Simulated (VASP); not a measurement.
# AlN (P6_3mc) in VASP: further runs, part 2 of 2

VASP 6.6.1. The steps go on from the part before.

### Step 4. Relaxation of cell and atoms, PBEsol

INCAR

```
SYSTEM = AlN
PREC = Accurate
ENCUT = 600
EDIFF = 1E-6
ISMEAR = 0
SIGMA = 0.03
LREAL = .False.
LASPH = .True.
NELM = 80
ALGO = Normal
ISIF = 3
LWAVE = .False.
LCHARG = .False.
GGA = PS
IBRION = 2
NSW = 90
EDIFFG = -0.01
KPAR = 4
```

KPOINTS

```
regular mesh
0
Gamma
  12 12 6
  0 0 0
```

POSCAR

```
AlN
1.0
    3.1130000000      0.0000000000      0.0000000000
   -1.5565000000      2.6959370820      0.0000000000
    0.0000000000      0.0000000000      4.9810000000
Al N
2 2
Direct
    0.3333333333      0.6666666667      0.0000000000
    0.6666666667      0.3333333333      0.5000000000
    0.3333333333      0.6666666667      0.3800000000
    0.6666666667      0.3333333333      0.8800000000
```

Potentials or basis: VASP PAW PBE potentials, release 64 (Al, N).

Command:

```console
$ cat potpaw_PBE.64/Al/POTCAR potpaw_PBE.64/N/POTCAR > POTCAR
$ mpirun -np 4 vasp_std > vasp.out
```

OUTCAR:

```text
SYSTEM = AlN
   PREC = Accurate
   ENCUT = 600
   EDIFF = 1E-6
   ISMEAR = 0
   LREAL = .False.
   LASPH = .True.
   NELM = 80
   ISIF = 3
   GGA = PS
   IBRION = 2
   NSW = 90
   EDIFFG = -0.01

 ion  position               nearest neighbor table
   1  0.333  0.667  0.000-   3 1.89   4 1.89   4 1.89   4 1.89   2 3.07   2 3.07   2 3.07   2 3.07
                             2 3.07   2 3.07
   2  0.667  0.333  0.500-   4 1.89   3 1.89   3 1.89   3 1.89   1 3.07   1 3.07   1 3.07   1 3.07
                             1 3.07   1 3.07
   3  0.333  0.667  0.380-   1 1.89   2 1.89   2 1.89   2 1.89
   4  0.667  0.333  0.880-   2 1.89   1 1.89   1 1.89   1 1.89

  LATTYP: Found a hexagonal cell.
 ALAT       =     3.1130000000
 C/A-ratio  =     1.6000642467

  Lattice vectors:

 A1 = (   3.1130000000,   0.0000000000,   0.0000000000)
 A2 = (  -1.5565000000,   2.6959370820,   0.0000000000)
[... 390 lines left out ...]
 fundamental gap:      4.1211726132
 Fermi energy:         6.2112579475

 k-point     1 :       0.0000    0.0000    0.0000
  band No.  band energies     occupation
      1      -9.1072      2.00000
      2      -6.9228      2.00000
      3       0.0069      2.00000
      4       5.1827      2.00000
      5       5.1827      2.00000
      6       5.8377      2.00000
      7       5.8377      2.00000
      8       6.0636      2.00000
      9      10.1847      0.00000
     10      12.6178      0.00000
     11      16.5653      0.00000
     12      17.0875      0.00000
[... 331 lines left out ...]
 k-point    24 :       0.3333    0.0000    0.1667
  band No.  band energies     occupation
      1      -7.7663      2.00000
      2      -6.5102      2.00000
      3       1.1007      2.00000
      4       2.0795      2.00000
      5       2.6908      2.00000
      6       4.2656      2.00000
      7       5.2605      2.00000
      8       5.3931      2.00000
      9      11.7915      0.00000
     10      12.5873      0.00000
     11      14.4547      0.00000
     12      16.1278      0.00000

 [... further k-points ...]
[... 5 lines left out ...]
  --------------------------------------------------------------------------------------
  -------------------------------------------------------------------------------------
  Total        0.0201304      0.0201304      0.0265649      0.0000000      0.0000000     -0.0000000
  in kB        0.7717021      0.7717021      1.0183691      0.0000000      0.0000000     -0.0000000
  external PRESSURE =       0.8539244 kB  Pullay stress =       0.0000000 kB
[... 19 lines left out ...]
  FREE ENERGIE OF THE ION-ELECTRON SYSTEM (eV)
  ---------------------------------------------------
  free  energy   TOTEN  =       -31.3156925723 eV

  energy  without entropy=      -31.3156925723  energy(sigma->0) =      -31.31569257

 reached required accuracy - stopping structural energy minimisation
```

OSZICAR:

```text
N       E                     dE             d eps       ncg     rms          rms(c)
DAV:   1     0.552356370558E+02    0.55236E+02   -0.82979E+03  1824   0.134E+03
DAV:   2    -0.314610785491E+02   -0.86697E+02   -0.79787E+02  2700   0.243E+02
DAV:   3    -0.357298374655E+02   -0.42688E+01   -0.42527E+01  2408   0.586E+01
[... 38 lines left out ...]
       N       E                     dE             d eps       ncg     rms          rms(c)
DAV:   1    -0.313157497141E+02   -0.63033E-04   -0.19879E-03  1912   0.433E-01    0.491E-02
DAV:   2    -0.313156952906E+02    0.54424E-04   -0.14998E-04  2208   0.103E-01    0.145E-02
DAV:   3    -0.313156931795E+02    0.21111E-05   -0.11621E-05  2092   0.313E-02    0.534E-03
DAV:   4    -0.313156925723E+02    0.60724E-06   -0.11396E-06  1016   0.967E-03
   6 F= -.31315693E+02 E0= -.31315693E+02  d E =-.630849E-05
```

Run time: 30 s. Hardware: 4 MPI ranks of Intel Xeon Platinum 8488C (Sapphire Rapids), shared host; peak memory 0.19 GiB.

What came out:

- Free energy: -31.3157 eV
- Relaxed volume: 10.45 Å³/atom
- Relaxed cell: a = 3.113 Å, b = 3.113 Å, c = 4.981 Å, α = 90.00°, β = 90.00°, γ = 120.00°
- Space group after relaxing (to 0.05 Å): P6_3mc (No. 186)
- Energy gained by relaxing: 0.3 meV/atom
- Ionic steps: 6
- Pressure after relaxing: 0.1 GPa
- Band gap on the k mesh: 4.12 eV, direct

The path:
| step | energy change (eV) | largest force (eV/Å) | pressure (GPa) | volume (Å³) |
| --- | --- | --- | --- | --- |
| 1 | 0.0000 | 0.1321 | 0.04 | 41.80 |
| 2 | -0.0003 | 0.0871 | 0.02 | 41.82 |
| 3 | -0.0012 | 0.0143 | 0.05 | 41.81 |
| 4 | -0.0013 | 0.0063 | -0.06 | 41.83 |
| 5 | -0.0013 | 0.0013 | -0.12 | 41.84 |
| 6 | -0.0013 | 0.0005 | 0.09 | 41.79 |

Final structure:
```
CELL_PARAMETERS angstrom
3.11270 0.00000 0.00000
-1.55635 2.69568 0.00000
0.00000 0.00000 4.98090
ATOMIC_POSITIONS crystal
Al 0.33333 0.66667 0.99899
Al 0.66667 0.33333 0.49899
N 0.33333 0.66667 0.38101
N 0.66667 0.33333 0.88101
```

Levels at points of the mesh, in eV from the valence-band top:
```tsv
k point	band 6	band 7	band 8	band 9	band 10	band 11
(0.00, 0.00, 0.00)	-0.23	-0.23	0.00	4.12	6.55	10.50
(0.50, 0.00, 0.00)	-2.12	-1.81	-0.70	5.67	5.68	8.08
(0.00, 0.00, 0.50)	-0.56	-0.56	-0.56	6.37	6.37	10.21
(0.50, 0.00, 0.50)	-1.49	-1.38	-1.38	5.17	5.17	9.13
```

Caveat: the PAW data sets were made with another functional, which shifts forces and pressure a little. Expect the measured gap to be larger: semilocal functionals such as PBEsol lack the derivative discontinuity.

### Step 5. Relaxation of cell and atoms, PBEsol

INCAR: that of step 4 with these lines changed.

```diff
@@ -3,3 +3,3 @@
 ENCUT = 600
-EDIFF = 1E-6
+EDIFF = 1E-7
 ISMEAR = 0
@@ -16,3 +16,3 @@
 NSW = 90
-EDIFFG = -0.01
+EDIFFG = -0.005
 KPAR = 4
```

KPOINTS is that of step 4.

POSCAR

```
AlN                                     
1.0
    3.1127044167      0.0000000000      0.0000000000
   -1.5563522083      2.6956810993     -0.0000000000
   -0.0000000000      0.0000000000      4.9808959609
  Al              N             
     2     2
Direct
     0.3333333332999970    0.6666666667000030    0.9989884320416089
     0.6666666667000030    0.3333333332999970    0.4989884320416089
     0.3333333332999970    0.6666666667000030    0.3810115679583936
     0.6666666667000030    0.3333333332999970    0.8810115679583936
```

Command:

```console
$ cat potpaw_PBE.64/Al/POTCAR potpaw_PBE.64/N/POTCAR > POTCAR
$ mpirun -np 4 vasp_std > vasp.out
```

It took 19 s on 4 MPI ranks of Intel Xeon Platinum 8488C (Sapphire Rapids), shared host; peak memory 0.19 GiB.

It converged, with:

| Quantity | Value |
| --- | --- |
| Free energy | -31.3157 eV |
| Relaxed volume | 10.45 Å³/atom |
| Relaxed cell | a = 3.113 Å, b = 3.113 Å, c = 4.982 Å, α = 90.00°, β = 90.00°, γ = 120.00° |
| Space group after relaxing (to 0.05 Å) | P6_3mc (No. 186) |
| Energy gained by relaxing | 0.0 meV/atom |
| Ionic steps | 3 |
| Pressure after relaxing | 0.0 GPa |
| Band gap on the k mesh | 4.12 eV, direct |

Final structure:
```xyz
4
Lattice="3.1131 0.0000 0.0000 -1.5566 2.6960 0.0000 0.0000 0.0000 4.9818" Properties=species:S:1:pos:R:3 pbc="T T T"
Al    0.0000    1.7974    4.9768
Al    1.5566    0.8987    2.4859
N     0.0000    1.7974    1.8981
N     1.5566    0.8987    4.3890
```

Levels at points of the mesh, in eV from the valence-band top:
| k point | band 6 | band 7 | band 8 | band 9 | band 10 | band 11 |
| --- | --- | --- | --- | --- | --- | --- |
| (0.00, 0.00, 0.00) | -0.23 | -0.23 | 0.00 | 4.12 | 6.55 | 10.50 |
| (0.50, 0.00, 0.00) | -2.12 | -1.81 | -0.70 | 5.67 | 5.67 | 8.07 |
| (0.00, 0.00, 0.50) | -0.56 | -0.56 | -0.56 | 6.37 | 6.37 | 10.20 |
| (0.50, 0.00, 0.50) | -1.49 | -1.38 | -1.38 | 5.17 | 5.17 | 9.12 |

Caveat: the PAW data sets were made with another functional, which shifts forces and pressure a little. A k mesh can miss the band edges.
